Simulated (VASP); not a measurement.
# MoS2 (R-3m) in VASP: further runs

Runs on MoS2. Level: PBEsol. Tasks: single point.

Everything below comes from runs of VASP 6.6.1. Logs are shortened: lines on timing, memory, paths and dates and some standing lists are left out, and cuts for length are marked.

### 1 The structure

The structure is trigonal, space group R-3m (No. 166). Conventional cell: a = 3.171 Å, b = 3.171 Å, c = 18.345 Å, α = 90.00°, β = 90.00°, γ = 120.00°. Around Mo (site symmetry -3m) lie 6 S at 2.39 Å. S (site symmetry 3m) has 3 Mo at 2.39 Å as nearest neighbours.

Measurements of this composition are mostly on another form, of space group No. 194.

### 2 Single point, PBEsol, spin-orbit coupling, no magnetisation

Input file INCAR:

```
PREC = Accurate
ENCUT = 250
EDIFF = 1E-7
ISMEAR = 0
SIGMA = 0.02
LREAL = F
LASPH = T
NELM = 100
ALGO = Normal
ISIF = 2
LWAVE = F
LCHARG = F
MAGMOM = 0 0 0 0 0 0 0 0 0
LORBIT = 11
LSORBIT = T
GGA_COMPAT = F
LMAXMIX = 4
GGA = PS
NBANDS = 42
```

Input file KPOINTS:

```
regular mesh
0
Gamma
  7 7 7
```

Input file POSCAR:

```
MoS2
1.0
    1.5855000000      0.9153888518      6.1149966667
   -1.5855000000      0.9153888518      6.1149966667
    0.0000000000     -1.8307777036      6.1149966667
Mo S
1 2
Direct
    0.0000000000      0.0000000000      0.0000000000
    0.2500000000      0.2500000000      0.2500000000
    0.7500000000      0.7500000000      0.7500000000
```

Potentials or basis: VASP PAW PBE potentials, release 64 (Mo_sv, S).

Run with:

```
$ cat potpaw_PBE.64/Mo_sv/POTCAR potpaw_PBE.64/S/POTCAR > POTCAR
$ mpirun -np 1 vasp_ncl > vasp.out
```

OUTCAR:

```text
PREC = Accurate
   ENCUT = 250
   EDIFF = 1E-7
   ISMEAR = 0
   LREAL = F
   LASPH = T
   NELM = 100
   ISIF = 2
   LORBIT = 11
   LSORBIT = T
   GGA = PS

 Found     44 irreducible k-points:

 Following reciprocal coordinates:
            Coordinates               Weight
  0.000000  0.000000  0.000000      1.000000
  0.142857  0.000000  0.000000      6.000000
  0.285714  0.000000  0.000000      6.000000
  0.428571 -0.000000  0.000000      6.000000
  0.142857  0.142857  0.000000      6.000000
  0.285714  0.142857  0.000000     12.000000
   k-points           NKPTS =     44   k-points in BZ     NKDIM =     44   number of bands    NBANDS=     42
   number of dos      NEDOS =    301   number of ions     NIONS =      3
   total plane-waves  NPLWV =  46656
   dimension x,y,z NGX =    36 NGY =   36 NGZ =   36
   dimension x,y,z NGXF=    72 NGYF=   72 NGZF=   72
   ions per type =               1   2
   NGX,Y,Z   is equivalent  to a cutoff of   9.38,  9.38,  9.38 a.u.
   NGXF,Y,Z  is equivalent  to a cutoff of  18.75, 18.75, 18.75 a.u.
 SYSTEM =  unknown system
   PREC   = accura    normal or accurate (medium, high low for compatibility)
   ISTART =      0    job   : 0-new  1-cont  2-samecut
   ICHARG =      2    charge: 1-file 2-atom 10-const
   ISPIN  =      1    spin polarized calculation?
   LNONCOLLINEAR =      T non collinear calculations
   LSORBIT =      T    spin-orbit coupling
   LASPH  =      T    aspherical Exc in radial PAW
   ENCUT  =  250.0 eV  18.37 Ry    4.29 a.u.   8.23  8.23  8.23*2*pi/ulx,y,z
   NELM   =    100;   NELMIN=  2; NELMDL= -5     # of ELM steps
   EDIFF  = 0.1E-06   stopping-criterion for ELM
   LREAL  =      F    real-space projection
[... 7 lines left out ...]
   TEBEG  =    0.0;   TEEND  =   0.0 temperature during run
   PSTRESS=    0.0 pullay stress
   NELECT =      26.0000    total number of electrons
   NUPDOWN=      -1.0000    fix difference up-down
   EMIN   =  10.00;   EMAX   =-10.00  energy-range for DOS
   EFERMI =   0.00;   METHOD = LEGACY
   ISMEAR =     0;   SIGMA  =   0.02  broadening in eV -4-tet -1-fermi 0-gaus
   EFERMI_NEDOS =   21; number of points for ismear=-14 and -15
   IALGO  =     38    algorithm
   IMIX   =      4    mixing-type and parameters
     AMIX     =   0.40;   BMIX     =  1.00
     AMIX_MAG =   1.60;   BMIX_MAG =  1.00
  volume/ion in A,a.u.               =      17.75       119.78
  Fermi-wavevector in a.u.,A,eV,Ry     =   1.289118  2.436081 22.610522  1.661826
  Thomas-Fermi vector in A             =   2.421031
   LORBIT       =     11    0 simple, 1 ext, 2 COOP (PROOUT), +10 PAW based schemes
   GGA     = PS    functional components
   LHFCALC =     F    Hartree Fock is set to
   AEXX    =    0.0000 exact exchange contribution
[... 291 lines left out ...]
  in kB      -17.4855057    -17.4855057     31.2475079      0.0000000     -0.0000000      0.0000000
  external PRESSURE =      -1.2411678 kB  Pullay stress =       0.0000000 kB

 VOLUME and BASIS-vectors are now :
 -----------------------------------------------------------------------------
  energy-cutoff  :      250.00
  volume of cell :       53.25
      direct lattice vectors                 reciprocal lattice vectors
     1.585500000  0.915388852  6.114996667     0.315357931  0.182071986  0.054510796
    -1.585500000  0.915388852  6.114996667    -0.315357931  0.182071986  0.054510796
     0.000000000 -1.830777704  6.114996667     0.000000000 -0.364143973  0.054510796

 POSITION                                       TOTAL-FORCE (eV/Angst)
 -----------------------------------------------------------------------------------
      0.00000      0.00000      0.00000         0.000000     -0.000000      0.000000
      0.00000      0.00000      4.58625        -0.000000      0.000000     -0.830182
      0.00000      0.00000     13.75874        -0.000000     -0.000000      0.830182
 -----------------------------------------------------------------------------------
    total drift:                               -0.000000      0.000000      0.000000

  FREE ENERGIE OF THE ION-ELECTRON SYSTEM (eV)
  ---------------------------------------------------
  free  energy   TOTEN  =       -22.6372584046 eV

  energy  without entropy=      -22.6369403523  energy(sigma->0) =      -22.63709938

 Spin-Orbit-Coupling matrix elements

 Ion:    1  E_soc:     -0.1935575
 l=   1
     0.0000000    -0.0292548    -0.0291693
    -0.0292548     0.0000000    -0.0292548
    -0.0291693    -0.0292548     0.0000000
 l=   2
     0.0000000    -0.0005185     0.0000000    -0.0005185    -0.0027561
    -0.0005185     0.0000000    -0.0019474    -0.0003752    -0.0005185
     0.0000000    -0.0019474     0.0000000    -0.0019474     0.0000000
    -0.0005185    -0.0003752    -0.0019474     0.0000000    -0.0005185
    -0.0027561    -0.0005185     0.0000000    -0.0005185     0.0000000
 l=   3
     0.0000000     0.0000000     0.0000000     0.0000000     0.0000000     0.0000000     0.0000000
     0.0000000     0.0000000     0.0000000     0.0000000     0.0000000     0.0000000     0.0000000
     0.0000000     0.0000000     0.0000000     0.0000000     0.0000000     0.0000000     0.0000000
     0.0000000     0.0000000     0.0000000     0.0000000     0.0000000     0.0000000     0.0000000
[... 29 lines left out ...]
 l=   2
     0.0000000     0.0000000     0.0000000     0.0000000     0.0000000
     0.0000000     0.0000000     0.0000000     0.0000000     0.0000000
     0.0000000     0.0000000     0.0000000     0.0000000     0.0000000
     0.0000000     0.0000000     0.0000000     0.0000000     0.0000000
     0.0000000     0.0000000     0.0000000     0.0000000     0.0000000
 l=   3
     0.0000000     0.0000000     0.0000000     0.0000000     0.0000000     0.0000000     0.0000000
     0.0000000     0.0000000     0.0000000     0.0000000     0.0000000     0.0000000     0.0000000
     0.0000000     0.0000000     0.0000000     0.0000000     0.0000000     0.0000000     0.0000000
     0.0000000     0.0000000     0.0000000     0.0000000     0.0000000     0.0000000     0.0000000
     0.0000000     0.0000000     0.0000000     0.0000000     0.0000000     0.0000000     0.0000000
     0.0000000     0.0000000     0.0000000     0.0000000     0.0000000     0.0000000     0.0000000
     0.0000000     0.0000000     0.0000000     0.0000000     0.0000000     0.0000000     0.0000000

 total charge

# of ion       s       p       d       tot
------------------------------------------
    1        2.308   6.245   3.964  12.517
    2        1.362   2.350   0.000   3.713
    3        1.362   2.350   0.000   3.713
--------------------------------------------------
tot          5.032  10.946   3.964  19.942

 magnetization (x)

# of ion       s       p       d       tot
------------------------------------------
    1        0.000   0.000   0.000   0.000
    2        0.000  -0.000   0.000  -0.000
    3        0.000  -0.000   0.000  -0.000
--------------------------------------------------
tot          0.000  -0.000   0.000  -0.000

 magnetization (y)

# of ion       s       p       d       tot
------------------------------------------
    1        0.000   0.000   0.000   0.000
    2        0.000   0.000   0.000   0.000
    3        0.000   0.000   0.000   0.000
--------------------------------------------------
tot          0.000   0.000   0.000   0.000

 magnetization (z)

# of ion       s       p       d       tot
------------------------------------------
    1        0.000   0.000   0.000   0.000
    2        0.000   0.000   0.000   0.000
    3        0.000   0.000   0.000   0.000
--------------------------------------------------
tot          0.000   0.000   0.000   0.000
```

OSZICAR:

```text
N       E                     dE             d eps       ncg     rms          rms(c)
DAV:   1     0.122660944029E+03    0.12266E+03   -0.92592E+03  4264   0.675E+02
DAV:   2    -0.184961121389E+02   -0.14116E+03   -0.13527E+03  4514   0.233E+02
DAV:   3    -0.241165735419E+02   -0.56205E+01   -0.55394E+01  4546   0.435E+01
DAV:   4    -0.241862507745E+02   -0.69677E-01   -0.69605E-01  4476   0.497E+00
DAV:   5    -0.241872190878E+02   -0.96831E-03   -0.96806E-03  4590   0.550E-01    0.266E+01
DAV:   6    -0.231039289550E+02    0.10833E+01   -0.48774E+00  3934   0.190E+01    0.990E+00
DAV:   7    -0.228530809032E+02    0.25085E+00   -0.26015E+00  3888   0.122E+01    0.699E+00
DAV:   8    -0.226383730942E+02    0.21471E+00   -0.30073E-01  4102   0.483E+00    0.211E+00
DAV:   9    -0.226402658069E+02   -0.18927E-02   -0.46772E-02  4320   0.131E+00    0.900E-01
DAV:  10    -0.226372130771E+02    0.30527E-02   -0.87452E-03  4100   0.797E-01    0.225E-01
DAV:  11    -0.226373437263E+02   -0.13065E-03   -0.78488E-04  4322   0.158E-01    0.802E-02
DAV:  12    -0.226372557377E+02    0.87989E-04   -0.23226E-04  4080   0.122E-01    0.189E-02
DAV:  13    -0.226372568083E+02   -0.10706E-05   -0.19643E-05  4208   0.264E-02    0.143E-02
DAV:  14    -0.226372585429E+02   -0.17346E-05   -0.33317E-06  4262   0.116E-02    0.611E-03
DAV:  15    -0.226372584046E+02    0.13828E-06   -0.27754E-07  3968   0.429E-03    0.257E-03
DAV:  16    -0.226372584046E+02   -0.25466E-10   -0.14381E-07  3736   0.218E-03
   1 F= -.22637258E+02 E0= -.22637099E+02  d E =-.318052E-03  mag=     0.0000     0.0000     0.0000
```

Wall time 2.3 min (1 thread of Intel Xeon 6975P-C (Granite Rapids), shared host); peak memory 0.39 GiB.

The run converged, but a check on its numbers failed (symmetry, net force, bounds or a known fault of this set-up), so they aren't taken as properties of the crystal.

Caveat: the cutoff lies under the usual one of these potentials, so the numbers hold a large basis-set error; the PAW data sets were made with another functional, which shifts forces and pressure a little; the cell's inner coordinates are idealised or old, which leaves forces on the atoms.

### 3 Single point, PBEsol, spin-orbit coupling, no magnetisation

INCAR: that of step 2 with these lines changed.

```diff
@@ -1,3 +1,3 @@
 PREC = Accurate
-ENCUT = 250
+ENCUT = 350
 EDIFF = 1E-7
```

Input file KPOINTS:

```
regular mesh
0
Gamma
  6 6 6
```

POSCAR is that of step 2.

Potentials or basis: VASP PAW PBE potentials, release 64 (Mo_sv, S).

Run with:

```
$ cat potpaw_PBE.64/Mo_sv/POTCAR potpaw_PBE.64/S/POTCAR > POTCAR
$ mpirun -np 1 vasp_ncl > vasp.out
```

Wall time 2.5 min (1 thread of Intel Xeon 6975P-C (Granite Rapids), shared host); peak memory 0.48 GiB.

The run converged, but some of its settings lie outside the range that counts as converged, so its numbers aren't taken as properties of the crystal.

What came out:

| Property | Result |
| --- | --- |
| Free energy | -22.7218 eV |
| Pressure | 2.5 GPa |
| Largest force | 0.703 eV/Å |
| Valence electrons inside the program's atomic spheres | Mo 12.51; S 3.68 |

Caveat: the k mesh is coarse (spacing up to 0.39 Å⁻¹), so the values aren't converged; the PAW data sets were made with another functional, which shifts forces and pressure a little; the cell's inner coordinates are idealised or old, which leaves forces on the atoms.

### 4 Single point, PBEsol, spin-orbit coupling, no magnetisation

INCAR: that of step 3 with these lines changed.

```diff
@@ -2,3 +2,3 @@
 ENCUT = 350
-EDIFF = 1E-7
+EDIFF = 1E-4
 ISMEAR = 0
```

KPOINTS is that of step 3.

POSCAR is that of step 3.

Run with:

```
$ cat potpaw_PBE.64/Mo_sv/POTCAR potpaw_PBE.64/S/POTCAR > POTCAR
$ mpirun -np 1 vasp_ncl > vasp.out
```

Run time: 2 min. Hardware: 1 thread of Intel Xeon 6975P-C (Granite Rapids), shared host; peak memory 0.48 GiB.

These settings aren't checked as converged: the numbers below hold their error.

Results:

| Property | Result |
| --- | --- |
| Free energy | -22.7218 eV |
| Pressure | 2.6 GPa |
| Largest force | 0.703 eV/Å |
| Valence electrons inside the program's atomic spheres | Mo 12.51; S 3.68 |

Caveat: the k mesh is coarse (spacing up to 0.39 Å⁻¹), so the values aren't converged; the PAW data sets were made with another functional, which shifts forces and pressure a little; the cell's inner coordinates are idealised or old, which leaves forces on the atoms.

### 5 The reference run

An earlier run on the cell as given: functional PBE; potentials or basis VASP PAW PBE potentials, release 64 (Mo_sv, S); cutoff 520 eV; k mesh 10 × 10 × 10; occupations fermi-dirac, width 0.05 eV; no spin polarisation.

* Pressure: 7.8 GPa
* Largest force: 0.994 eV/Å
* Band gap on the k mesh: none (metal or under the smearing width)
